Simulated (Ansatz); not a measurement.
Comparing deformations in GaSb

These are results of DFT r2SCAN, scalar-relativistic, plane waves, PAW (Ansatz 0.2.0), not measurements. Cutoff 500 eV, Γ-centred 10×10×10 k-points, Gaussian smearing of 0.05 eV. Spin–orbit coupling is left out, which matters for the heavy elements here. No spin polarisation. Energies are free energies at this smearing, counted from the undisturbed cell; pressure is positive in compression.

The starting cell (as given, not relaxed at this level; it stands at 0.4 GPa):

```yaml
crystal:
  lattice:
    - [0.00000, 3.05900, 3.05900]
    - [3.05900, 0.00000, 3.05900]
    - [3.05900, 3.05900, 0.00000]
  atoms:
    - { symbol: Ga, position: [0.00000, 0.00000, 0.00000] }
    - { symbol: Sb, position: [0.75000, 0.75000, 0.75000] }
```

The cell is strained by ε times a Voigt pattern (xx, yy, zz, yz, xz, xy; engineering shear) with fractional coordinates fixed. τ = (1/V0) dE/dε comes from the stress tensor. Of each scan, only the three points used here are listed.

| pattern | ε | τ (GPa) |
| --- | --- | --- |
| (1, 1, 0, 0, 0, 0) | -0.0250 | -7.73 |
| (1, 1, 0, 0, 0, 0) | 0.0000 | -0.76 |
| (1, 1, 0, 0, 0, 0) | 0.0250 | 4.94 |
| (0, 0, 1, 0, 0, 0) | -0.0250 | -2.66 |
| (0, 0, 1, 0, 0, 0) | 0.0000 | -0.38 |
| (0, 0, 1, 0, 0, 0) | 0.0250 | 1.76 |
| (1, 0, 0, 0, 0, 0) | -0.0150 | -1.73 |
| (1, 0, 0, 0, 0, 0) | 0.0000 | -0.38 |
| (1, 0, 0, 0, 0, 0) | 0.0150 | 0.92 |

Task: Which constants do the scans give, and which deformation costs least for the same size of strain tensor?

Result: The slope dτ/dε at zero (parabola through three points) is pᵀCp: (1, 1, 0, 0, 0, 0) gives 2(C11 + C12) = 254 GPa; (0, 0, 1, 0, 0, 0) gives C11 = 88 GPa; (1, 0, 0, 0, 0, 0) gives C11 = 88 GPa. The size of the strain tensor, ε:ε, is ε² times 2.0, 1.0, 1.0. Per unit of it the stiffnesses are 127, 88, 88 GPa, so (0, 0, 1, 0, 0, 0) is the softest of these, level with (1, 0, 0, 0, 0, 0) (alike by symmetry): at ε:ε = (1 %)² the quadratic term costs 0.79 meV/atom against 1.13 for the stiffest.

Task: What else follows for this cubic crystal?

Result: From the unrounded slopes C11 = 88.4 and C12 = 38.3 GPa, so B = (C11 + 2 C12)/3 = 55 GPa and the Poisson ratio for a pull along a cube edge is C12/(C11 + C12) = 0.30.

The gap closes along the scan, which can put kinks into the curve.